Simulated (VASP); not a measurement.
Set up this calculation in VASP 6.6.1, as the native input.

```
Task                               : band structure
Functional                         : PBE0
Potentials or basis                : VASP PAW PBE potentials, release 64 (Sn_d, Te)
Cutoff                             : 520 eV
k mesh                             : 6 × 6 × 6
Occupations                        : gaussian, width 0.03 eV
Spin                               : no spin polarisation
Grid for exact exchange (PRECFOCK) : Fast
Exchange at q = 0                  : truncated
Further INCAR settings             : ALGO = Normal; EDIFF = 1e-06; NBANDS = 17
```

SnTe:

```
CELL_PARAMETERS angstrom
0.00000 3.14484 3.14484
3.14484 0.00000 3.14484
3.14484 3.14484 0.00000
ATOMIC_POSITIONS crystal
Sn 0.00000 0.00000 0.00000
Te 0.50000 0.50000 0.50000
```

These files were run (other wordings do the same):

POSCAR

```
SnTe                                    
1.0
    0.0000000000      3.1448388745      3.1448388745
    3.1448388745      0.0000000000      3.1448388745
    3.1448388745      3.1448388745      0.0000000000
  Sn              Te            
     1     1
Direct
     0.0000000000000000    0.0000000000000000    0.0000000000000000
     0.5000000000000000    0.5000000000000000    0.5000000000000000
```

INCAR.step1

```
ALGO = Normal
EDIFF = 1E-5
ENCUT = 520
GGA = PE
ISIF = 2
ISMEAR = 0
KPAR = 8
LASPH = T
LCHARG = F
LREAL = F
LWAVE = T
NBANDS = 17
NELM = 80
PREC = Accurate
SIGMA = 0.03
```

INCAR.step2

```
AEXX = 0.25
ALGO = Normal
EDIFF = 1E-6
ENCUT = 520
GGA = PE
HFRCUT = -1
ISIF = 2
ISMEAR = 0
ISTART = 1
KPAR = 8
LASPH = T
LCHARG = F
LHFCALC = T
LREAL = F
LWAVE = F
NBANDS = 17
NELM = 80
PREC = Accurate
PRECFOCK = Fast
SIGMA = 0.03
```

KPOINTS

```
k-points
0
Gamma
  6 6 6
```

KPOINTS_OPT

```
explicit points
6
Reciprocal
 0.0000000000  0.0000000000  0.0000000000 1
 0.3750000000  0.3750000000  0.7500000000 1
 0.5000000000  0.5000000000  0.5000000000 1
 0.6250000000  0.2500000000  0.6250000000 1
 0.5000000000  0.2500000000  0.7500000000 1
 0.5000000000  0.0000000000  0.5000000000 1
```

Potentials or basis: VASP PAW PBE potentials, release 64 (Sn_d, Te).

The run is started by

```sh
$ cat potpaw_PBE.64/Sn_d/POTCAR potpaw_PBE.64/Te/POTCAR > POTCAR
$ cp INCAR.step1 INCAR
$ mpirun -np 8 vasp_std > vasp.out
$ cp INCAR.step2 INCAR
$ mpirun -np 8 vasp_std > vasp.out
```

Results of the run:

| Item | Value |
| --- | --- |
| Pressure | 1.2 GPa |
| Band gap on the k mesh | 0.22 eV, direct |
| Band gap along the path | 0.22 eV, direct |

Caveat: the PAW data sets were made with another functional, which shifts forces and pressure a little; spin-orbit coupling is left out, which moves the levels of the heavy elements.

Wall time 9.9 min on 8 MPI ranks on Intel(R) Xeon(R) Platinum 8488C (Sapphire Rapids), with other jobs on the host, peak memory 0.26 GiB a rank.
